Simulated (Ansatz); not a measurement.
The system is PbS.

```
Pb S
1.0
     2.07995   -5.99130    0.00000
     2.07995    5.99130    0.00000
     0.00000    0.00000    4.27932
Pb S
2 2
Direct
  0.13056 0.86944 0.25000
  0.86944 0.13056 0.75000
  0.35480 0.64520 0.25000
  0.64520 0.35480 0.75000
```

Measurements of this composition are mostly on another form, of space group No. 225.

```yaml
Program: Ansatz 0.2.0
Task: relaxation of cell and atoms
Functional: revPBE
Dispersion: D4
Potentials_or_basis: Ansatz PAW
Cutoff: "420 eV (not typed: the program's choice for these potentials)"
k_mesh: 7 × 7 × 6
Occupations: fermi-dirac, width 0.05 eV
Spin: no spin polarisation
```

At the start: volume 26.66 Å³/atom.

Problem. Where does the relaxation end?

Solution. It ends after 7 steps and the volume is 25.44 Å³/atom (-4.6 %); space group Cmcm (No. 63, to 0.05 Å).

The path:
| step | energy change (eV) | largest force (eV/Å) | volume (Å³) |
| --- | --- | --- | --- |
| 1 | 0.0000 | 0.1144 | 106.65 |
| 2 | -0.0168 | 0.1708 | 99.66 |
| 3 | -0.0272 | 0.0446 | 102.37 |
| 4 | -0.0284 | 0.0065 | 101.90 |
| 5 | -0.0284 | 0.0109 | 101.74 |
| 6 | -0.0284 | 0.0002 | 101.75 |
| 7 | -0.0279 | 0.0003 | 101.75 |

Final structure:
```
Pb S
1.0
     2.05242   -5.78899    0.00000
     2.05242    5.78899    0.00000
     0.00000    0.00000    4.28196
Pb S
2 2
Cartesian
  2.0524 4.3272 1.0705
  2.0524 -4.3272 3.2115
  2.0524 1.6233 1.0705
  2.0524 -1.6233 3.2115
```

Caveat: the plane-wave basis is chosen anew once the cell has moved, so the energies of steps on either side of that aren't comparable; the PAW data sets come from PBE, with cores solved anew for the run's functional, which leaves a small shift of forces and pressure.
